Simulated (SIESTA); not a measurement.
# ZrN in SIESTA: the effect of functional

Crystal: ZrN.

```
Zr N
1.0
     0.00000    2.30000    2.30000
     2.30000    0.00000    2.30000
     2.30000    2.30000    0.00000
Zr N
1 1
Direct
  0.50000 0.50000 0.50000
  0.00000 0.00000 0.00000
```

Alike in all runs:

| Quantity | Value |
| --- | --- |
| Program | SIESTA 5.4.2 |
| Task | single point |
| Basis | DZP (energy shift 0.003 Ry; two zetas on semicore shells) |
| Grid cutoff | 800 Ry |
| Energy shift | 0.003 Ry |
| k mesh | 10 × 10 × 10 |
| Occupations | fermi-dirac, width 0.05 eV |
| Spin | no spin polarisation |

```csv
functional,potentials or basis,pressure (GPa)
LDA,PseudoDojo 0.4 standard (LDA files),?
PBEsol,PseudoDojo 0.4 standard (PBEsol files),-4.1
AM05,PseudoDojo 0.4 standard (PBEsol files),-4.6
WC,PseudoDojo 0.4 standard (PBEsol files),-3.2
PBE,PseudoDojo 0.4 standard (PBE files),2.9
PW91,PseudoDojo 0.4 standard (PBE files),2.8
revPBE,PseudoDojo 0.4 standard (PBE files),5.1
RPBE,PseudoDojo 0.4 standard (PBE files),6.0
BLYP,PseudoDojo 0.4 standard (PBE files),11.7
```

Task: What does the run with functional LDA give?

Result: Pressure -8.8 GPa.

Caveats: the basis of atomic orbitals isn't converged, which shifts pressures, moduli and gaps; the potentials were made for another functional, which shifts forces and pressure (some runs).
